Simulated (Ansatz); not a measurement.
# SrTe (rocksalt): zero-pressure volume and bulk modulus with mr²SCAN

The task here is to estimate one member of a computed series from the others.

Computed with Ansatz 0.2.0 (DFT mr²SCAN, scalar-relativistic, plane waves, PAW, unless a step's input says otherwise).

## The system as given

The structure is cubic, space group Fm-3m (No. 225). Conventional cell: a = 6.470 Å, b = 6.470 Å, c = 6.470 Å, α = 90.00°, β = 90.00°, γ = 90.00°. Around Sr (site symmetry m-3m) lie 6 Te at 3.23 Å. Around Te (site symmetry m-3m) lie 6 Sr at 3.23 Å.

As a file:

```cif
data_structure
_symmetry_space_group_name_H-M 'P 1'
_symmetry_Int_Tables_number 1
_cell_length_a 4.5750
_cell_length_b 4.5750
_cell_length_c 4.5750
_cell_angle_alpha 60.000
_cell_angle_beta 60.000
_cell_angle_gamma 60.000
_cell_volume 67.71
loop_
_atom_site_label
_atom_site_type_symbol
_atom_site_fract_x
_atom_site_fract_y
_atom_site_fract_z
_atom_site_occupancy
Sr1 Sr 0.50000 0.50000 0.50000 1
Te1 Te 0.00000 0.00000 0.00000 1
```

At PBE, an earlier run found 4.65 GPa for this cell of 33.855 Å³/atom (6×6×6 mesh), gap on the mesh 1.47 eV. The cell is compressed at this level.

Set-up of the first run:

Input file input.yaml:

```yaml
crystal:
  lattice:
    - [0.0, 3.2349999084, 3.2349999084]
    - [3.2349999084, 0.0, 3.2349999084]
    - [3.2349999084, 3.2349999084, 0.0]
  atoms:
    - { symbol: Sr, position: [0.5, 0.5, 0.5] }
    - { symbol: Te, position: [0.0, 0.0, 0.0] }
basis:
  ecutwfc: 500
  ecutrho_ratio: 4
kpoints:
  mp_grid: { grid: [6, 6, 6] }
hamiltonian:
  xc: mr2scan
scf:
  occupations: { method: gaussian, width: 0.05 }
output:
  forces: true
  stress: true
  eigenvalues: true
```

On the command line:

```bash
> ansatz run input.yaml --threads 4 --pin off --max-ram 8192MiB --backend cpu --events-out ev --progress --plain --runs-dir out
```

Among the steps run: At the given cell; Stepping to 34.920 Å³/atom; Stepping to 37.800 Å³/atom; Stepping to 37.699 Å³/atom; Volume × 0.98 of the new zero; Volume × 1.02 of the new zero; Volume × 0.96 of the new zero; Volume × 1.04 of the new zero.

One table of the session follows, with a row left open; its other results are not shown here.

It belongs to the step «Energy and pressure against volume». 

| volume (Å³/atom) | energy (meV/atom) | pressure (GPa) |
| --- | --- | --- |
| 36.191 | 7.07 | 1.56 |
| 36.945 | ? | ? |
| 37.699 | 0.00 | 0.00 |
| 38.453 | 1.58 | -0.66 |
| 39.207 | 6.13 | -1.26 |

Q: Estimate the row for volume (Å³/atom) = 36.945 from the others.

Worked estimate for «energy (meV/atom)». A straight line through the neighbours (36.191, 7.07) and (37.699, 0.00) gives 7.07 + (0.00 − 7.07) × (36.945 − 36.191) / (37.699 − 36.191) = 3.54; a parabola fitted to 3 rows on both sides gives 1.83.

As computed: energy (meV/atom): 1.71; pressure (GPa): 0.74. In «energy (meV/atom)» the line misses by +1.83 and the parabola by +0.12.
